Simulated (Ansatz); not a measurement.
A calculation with Ansatz 0.2.0 of W (native input, structure typed inline):

File input.yaml:

```yaml
crystal:
  lattice:
    - [-1.582345, 1.582345, 1.582345]
    - [1.582345, -1.582345, 1.582345]
    - [1.582345, 1.582345, -1.582345]
  atoms:
    - { symbol: W, position: [0.0, 0.0, 0.0] }
hamiltonian:
  xc: pbe
  pseudopotentials: { kind: nc, accuracy: standard, azcp: { W: W_ONCV_PBE-1.2.nc.azcp } }
kpoints:
  mp_grid: { grid: [12, 12, 12] }
scf:
  occupations: { method: tetrahedron }
output:
  forces: true
  stress: true
  xc_energy_on_converged_density: [lda, pbesol, rpbe, revpbe, blyp, r2scan]
```

Potentials or basis: SG15 NC.

Run with:

```console
$ ansatz run input.yaml --threads 1 --pin off --max-ram 2560MiB --backend cpu --events-out ev --progress --plain --runs-dir out
```

Q: Write the same calculation in another form: native input, structure by space group and Wyckoff sites.

A: As run:

The input input.yaml:

```yaml
crystal:
  lattice: { a: 3.16469, b: 3.16469, c: 3.16469, alpha: 90.0, beta: 90.0, gamma: 90.0 }
  space_group: 229
  reduce_to_primitive: true
  atoms:
    - { symbol: W, wyckoff: "2a", position: [0.0, 0.0, 0.0] }
hamiltonian:
  xc: pbe
  pseudopotentials: { kind: nc, accuracy: standard, azcp: { W: W_ONCV_PBE-1.2.nc.azcp } }
kpoints:
  mp_grid: { grid: [12, 12, 12] }
scf:
  occupations: { method: tetrahedron }
output:
  forces: true
  stress: true
  xc_energy_on_converged_density: [lda, pbesol, rpbe, revpbe, blyp, r2scan]
```

Potentials or basis: SG15 NC.

Run with:

```bash
$ ansatz run input.yaml --threads 1 --pin off --max-ram 2560MiB --backend cpu --events-out ev --progress --plain --runs-dir out
```

Both were run:

|  | native input, structure typed inline | native input, structure by space group and Wyckoff sites |
| --- | --- | --- |
| Pressure | 6.4 GPa | 6.4 GPa |
| Band gap on the k mesh | none (metal or under the smearing width) | none (metal or under the smearing width) |

Keys that steer only the numerical path or the files written may differ.

Caveat: with tetrahedron occupations forces and stress needn't match the slope of the energy.
